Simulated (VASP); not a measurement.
Set up this calculation in VASP 6.6.1, as the native input.

```
Task                   : relaxation of the atoms
Functional             : LDA
Potentials or basis    : VASP PAW LDA potentials, release 64 (Ge_d)
Cutoff                 : 600 eV
k mesh                 : 10 × 10 × 10
Occupations            : gaussian, width 0.03 eV
Spin                   : no spin polarisation
Further INCAR settings : ALGO = Normal; EDIFF = 1e-07; IBRION = 2; EDIFFG = -0.01; NSW = 40
```

The structure of Ge lies in POSCAR:

```
Ge                                      
1.0
    0.0000000000      2.7550258611      2.7550258611
    2.7550258611      0.0000000000      2.7550258611
    2.7550258611      2.7550258611      0.0000000000
  Ge            
     2
Direct
     0.0000000000000000    0.0000000000000000    0.0000000000000000
     0.2500000000000000    0.2500000000000000    0.2500000000000000
```

The cell isn't the ideal one: a relaxed cell with its volume scaled by 0.94.

The input as run:

INCAR

```
PREC = Accurate ; ENCUT = 600
EDIFF = 1E-7 ; ISMEAR = 0
SIGMA = 0.03 ; LREAL = False
LASPH = True ; NELM = 80
ALGO = Normal ; ISIF = 2
LWAVE = False ; LCHARG = False
IBRION = 2 ; NSW = 40
EDIFFG = -0.01
```

KPOINTS

```
regular mesh
0
Gamma
  10 10 10
```

Potentials or basis: VASP PAW LDA potentials, release 64 (Ge_d).

Launch:

```console
$ cat potpaw_LDA.64/Ge_d/POTCAR > POTCAR
$ mpirun -np 1 vasp_std > vasp.out
```

It gave:

```json
{"Pressure after relaxing": "5.2 GPa", "Band gap on the k mesh": "0.32 eV, indirect (least direct gap 0.60 eV)"}
```

Caveat: the relaxation stopped at its first step, so nothing moved.

It took 15 s on 1 thread of Intel(R) Xeon(R) Platinum 8488C (Sapphire Rapids), with other jobs on the host, peak memory 0.17 GiB.
